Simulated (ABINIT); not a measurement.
Here is an ABINIT 10.8.3 (patched build) calculation.

File run.abi:

```
# Pseudopotentials
pp_dirpath "./"
pseudos "Zr.upf, B.upf"

# Structure
acell 3.17 3.17 3.533 Angstrom
rprim
     1.0000000000     0.0000000000     0.0000000000
    -0.5000000000     0.8660254038     0.0000000000
     0.0000000000     0.0000000000     1.0000000000
ntypat 2
znucl 40 5
natom 3
typat 1 2 2
xcart
     0.0000000000     0.0000000000     0.0000000000
     1.5850000002     0.9151001766     1.7665000000
    -0.0000000002     1.8302003534     1.7665000000 Angstrom

# Plane-wave basis
ecut 34.0

# k points
kptopt 1
ngkpt 8 8 6
nshiftk 1
shiftk 0.0 0.0 0.0

# Exchange and correlation
ixc -116133

# Bands and occupations
nband 13
occopt 3
tsmear 0.00183747

# SCF cycle
nstep 100
tolvrs 1.0e-10

# Output
iomode 3
prtwf 0
prtden 0
prteig 0
prtebands 0
```

Potentials or basis: PseudoDojo NC SR PBEsol v0.4.1 standard.

Command:

```sh
$ abinit run.abi > log 2>&1
```

Problem. Predict the pressure.

Solution. -3.9 GPa.

Problem. What does it give for the band gap on the k mesh?

Solution. None (metal or under the smearing width).

Stress tensor (GPa, compression positive):
```
-3.65  0.00  0.00
 0.00 -3.65  0.00
 0.00  0.00 -4.41
```
